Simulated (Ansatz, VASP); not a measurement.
KI: VASP beside Ansatz

File INCAR:

```
PREC = Accurate ; ENCUT = 520
EDIFF = 1E-6 ; ISMEAR = 0
SIGMA = 0.02 ; LREAL = False
LASPH = True ; NELM = 60
ALGO = Normal ; ISIF = 2
LWAVE = False ; LCHARG = True
GGA = PE ; LELF = True
LVHAR = True ; NBANDS = 15
```

The input KPOINTS:

```
Automatic mesh
0
Gamma
  6 6 6
```

Contents of POSCAR:

```
KI
1.0
    0.0000000000      3.6237103504      3.6237103504
    3.6237103504      0.0000000000      3.6237103504
    3.6237103504      3.6237103504      0.0000000000
K I
1 1
Direct
    0.0000000000      0.0000000000      0.0000000000
    0.5000000000      0.5000000000      0.5000000000
```

Input for Ansatz:

```yaml
crystal:
  lattice:
    - [0.0, 3.6237103504, 3.6237103504]
    - [3.6237103504, 0.0, 3.6237103504]
    - [3.6237103504, 3.6237103504, 0.0]
  atoms:
    - { symbol: K, position: [0.0, 0.0, 0.0] }
    - { symbol: I, position: [0.5, 0.5, 0.5] }
basis:
  ecutwfc: 420
kpoints:
  mp_grid: { grid: [6, 6, 6] }
hamiltonian:
  xc: pbe
scf:
  occupations: { method: gaussian, width: 0.02 }
output:
  forces: true
  stress: true
  eigenvalues: true
  write_density: true
  write_potential: true
  elf: true
  volumetric_format: npy
```

Alike in both runs: task single point; functional PBE; k mesh 6 × 6 × 6; occupations gaussian, width 0.02 eV; no spin polarisation.

|  | VASP | Ansatz |
| --- | --- | --- |
| version | VASP 6.6.1 | Ansatz 0.2.0 |
| potentials or method | VASP PAW PBE potentials, release 64 (K_sv, I) | scalar-relativistic, plane waves, PAW |
| plane-wave cutoff (eV) | 520 | 420 |
| valence electrons in the cell | 16 | 26 |

VASP gave:

| Property | Result |
| --- | --- |
| gap on the k mesh at the Fermi level (eV) | 3.79 |
| least direct gap on the mesh (eV) | 3.79 |
| pressure (GPa) | -0.2 |

What did Ansatz give for the same quantities?

gap on the k mesh at the Fermi level (eV): 3.80; least direct gap on the mesh (eV): 3.80; pressure (GPa): -0.3.

The two sets of potentials don't hold the same shells in valence.

Caveats: spin-orbit coupling is left out, which moves the levels of the heavy elements. Expect the measured gap to be larger: semilocal functionals such as PBE lack the derivative discontinuity.
